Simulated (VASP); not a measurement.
# VASP 6.6.1 run: MgO

INCAR

```
ENCUT = 520
ALGO = VeryFast
IBRION = -1
ISIF = 2
METAGGA = R2SCAN
NELM = 57
NBANDS = 11
ISMEAR = 0
BMIX = 2
PREC = Accurate
LWAVE = .FALSE.
NSW = 0
SIGMA = 0.01
LASPH = .TRUE.
LREAL = .FALSE.
LCHARG = .FALSE.
EDIFF = 1E-7
```

KPOINTS

```
KPOINTS created by Atomic Simulation Environment
0
Gamma
10 10 10
0 0 0
```

POSCAR

```
Mg O
 1.0000000000000000
     0.0000000000000000    2.0180807187999998    2.0180807187999998
     2.0180807187999998    0.0000000000000000    2.0180807187999998
     2.0180807187999998    2.0180807187999998    0.0000000000000000
 Mg  O
   1   1
Cartesian
  0.0000000000000000  0.0000000000000000  0.0000000000000000
  2.0180807187999994  2.0180807187999994  2.0180807187999994
```

The recommended PBE PAW datasets give the neutral cell 8 valence electrons.

Command

```
mpirun -np 1 vasp_std
```

OSZICAR

```
N       E                     dE             d eps       ncg     rms          rms(c)
RMM:   1     0.620085141075E+02    0.62009E+02   -0.22257E+03   517   0.502E+02
RMM:   2     0.269024185888E+00   -0.61739E+02   -0.51316E+02   517   0.130E+02
RMM:   3    -0.176171217317E+02   -0.17886E+02   -0.97418E+01   517   0.674E+01
RMM:   4    -0.194928514782E+02   -0.18757E+01   -0.10514E+01   517   0.250E+01
RMM:   5    -0.196222798332E+02   -0.12943E+00   -0.82747E-01   517   0.729E+00
RMM:   6    -0.196312967177E+02   -0.90169E-02   -0.73235E-02   517   0.233E+00
RMM:   7    -0.196321278358E+02   -0.83112E-03   -0.77638E-03   517   0.771E-01
RMM:   8    -0.196322265327E+02   -0.98697E-04   -0.94861E-04   517   0.275E-01
RMM:   9    -0.196322393644E+02   -0.12832E-04   -0.12472E-04  1288   0.989E-02
RMM:  10    -0.196322414757E+02   -0.21113E-05   -0.20767E-05  1244   0.410E-02
RMM:  11    -0.196322416805E+02   -0.20476E-06   -0.19605E-06  1250   0.123E-02
RMM:  12    -0.196322417164E+02   -0.35952E-07   -0.35604E-07  1223   0.521E-03    0.702E+00
RMM:  13    -0.160784017417E+02    0.35538E+01   -0.10178E+00  2066   0.661E+00    0.281E+00
RMM:  14    -0.160016544836E+02    0.76747E-01   -0.47717E-01  2045   0.462E+00    0.165E+00
RMM:  15    -0.160271035130E+02   -0.25449E-01   -0.71320E-02  1875   0.287E+00    0.787E-01
RMM:  16    -0.160147701095E+02    0.12333E-01   -0.17181E-02  1681   0.941E-01    0.174E-01
RMM:  17    -0.160148349807E+02   -0.64871E-04   -0.10521E-03  1199   0.243E-01    0.360E-02
RMM:  18    -0.160148261513E+02    0.88294E-05   -0.30946E-05  1195   0.485E-02    0.969E-03
RMM:  19    -0.160148286776E+02   -0.25263E-05   -0.13370E-05  1194   0.293E-02    0.171E-02
RMM:  20    -0.160148253783E+02    0.32992E-05   -0.11522E-05  1170   0.245E-02    0.111E-03
RMM:  21    -0.160148265318E+02   -0.11535E-05   -0.27643E-07  1159   0.543E-03    0.138E-03
RMM:  22    -0.160148265780E+02   -0.46178E-07   -0.59206E-08   767   0.191E-03
   1 F= -.16014827E+02 E0= -.16014827E+02  d E =-.191751-132
```

Standard output (part)

```
POSCAR found type information on POSCAR MgO
 POSCAR found :  2 types and       2 ions
 LDA part: xc-table for (None), standard interpolation
 POSCAR, INCAR and KPOINTS ok, starting setup
 WAVECAR not read
 entering main loop
```

From OUTCAR

```
k-points           NKPTS =     47   k-points in BZ     NKDIM =     47   number of bands    NBANDS=     11

   NELECT =       8.0000    total number of electrons

   dimension x,y,z NGX =    24 NGY =   24 NGZ =   24
   dimension x,y,z NGXF=    48 NGYF=   48 NGZF=   48

  energy-cutoff  :      520.00
  volume of cell :       16.44
      direct lattice vectors                 reciprocal lattice vectors
     0.000000000  2.018080719  2.018080719    -0.247760159  0.247760159  0.247760159
     2.018080719  0.000000000  2.018080719     0.247760159 -0.247760159  0.247760159
     2.018080719  2.018080719  0.000000000     0.247760159  0.247760159 -0.247760159

 k-points in reciprocal lattice and weights: KPOINTS created by Atomic Simulation Env
   0.00000000  0.00000000  0.00000000       0.001
   0.10000000  0.00000000  0.00000000       0.008
   0.20000000  0.00000000  0.00000000       0.008
   0.30000000  0.00000000  0.00000000       0.008
   0.40000000  0.00000000  0.00000000       0.008
   0.50000000  0.00000000  0.00000000       0.004
   0.10000000  0.10000000  0.00000000       0.006
   0.20000000  0.10000000  0.00000000       0.024
   ...

 E-fermi :   3.9586

 k-point     1 :       0.0000    0.0000    0.0000
  band No.  band energies     occupation
      1     -15.1201      2.00000
      2       3.7869      2.00000
      3       3.7869      2.00000
      4       3.7869      2.00000
      5      10.7934      0.00000
      6      21.3673      0.00000
      7      21.3673      0.00000
      8      21.3673      0.00000
      9      25.8959      0.00000
     10      27.8126      0.00000
     11      32.3960      0.00000

 k-point     2 :       0.1000    0.0000    0.0000
  band No.  band energies     occupation
      1     -14.9908      2.00000
      2       3.1212      2.00000
      3       3.7003      2.00000
      4       3.7003      2.00000
      5      11.4023      0.00000
      6      20.0898      0.00000
      7      21.6701      0.00000
      8      21.6701      0.00000
      9      27.2592      0.00000
     10      27.7416      0.00000
     11      33.0604      0.00000

 k-point     3 :       0.2000    0.0000    0.0000
  band No.  band energies     occupation
      1     -14.6344      2.00000
      2       1.6681      2.00000
      3       3.4813      2.00000
      4       3.4813      2.00000
      5      12.5877      0.00000
      6      18.6298      0.00000
      7      22.3509      0.00000
      8      22.3509      0.00000
      9      26.6405      0.00000
     10      26.6405      0.00000
     11      29.6810      0.00000

 k-point     4 :       0.3000    0.0000    0.0000
  band No.  band energies     occupation
      1     -14.1480      2.00000
      2       0.1416      2.00000
      3       3.2247      2.00000
      4       3.2247      2.00000
      5      13.3711      0.00000
      6      18.2801      0.00000
      7      22.7456      0.00000
      8      22.7456      0.00000
      9      27.1123      0.00000
     10      27.1123      0.00000
     11      29.2034      0.00000

 k-point     5 :       0.4000    0.0000    0.0000
  band No.  band energies     occupation
      1     -13.7065      2.00000
      2      -1.0015      2.00000
      3       3.0271      2.00000
      4       3.0271      2.00000
      5      13.5010      0.00000
      6      18.8135      0.00000
      7      22.6808      0.00000
      8      22.6808      0.00000
      9      28.5461      0.00000
     10      28.5804      0.00000
     11      28.5804      0.00000

 ...

  Total        2.5820756      2.5820756      2.5820756     -0.0000000      0.0000000      0.0000000
  in kB      251.6714445    251.6714445    251.6714445     -0.0000000      0.0000000      0.0000000
  external PRESSURE =     251.6714445 kB  Pullay stress =       0.0000000 kB

 POSITION                                       TOTAL-FORCE (eV/Angst)
 -----------------------------------------------------------------------------------
      0.00000      0.00000      0.00000         0.000000      0.000000      0.000000
      2.01808      2.01808      2.01808        -0.000000     -0.000000      0.000000
 -----------------------------------------------------------------------------------
    total drift:                               -0.000000     -0.000000      0.000000

  FREE ENERGIE OF THE ION-ELECTRON SYSTEM (eV)
  ---------------------------------------------------
  free  energy   TOTEN  =       -16.0148265780 eV

  energy  without entropy=      -16.0148265780  energy(sigma->0) =      -16.01482658
```

It converged. Results: gap between bands v and c on the k mesh 7.01 eV; least direct gap on the k mesh 7.01 eV; pressure 25.2 GPa. Band v is the last that the valence electrons fill when counted band by band, and c is the next.

For comparison, a separate r²SCAN run of the intended cell, on usual settings and not on those above, gives a gap of 7.01 eV on its mesh and a pressure of 25.2 GPa.

The run above took about 52 s on one core of a shared host (Intel Xeon Platinum 8488C) and held 0.14 GiB at most.
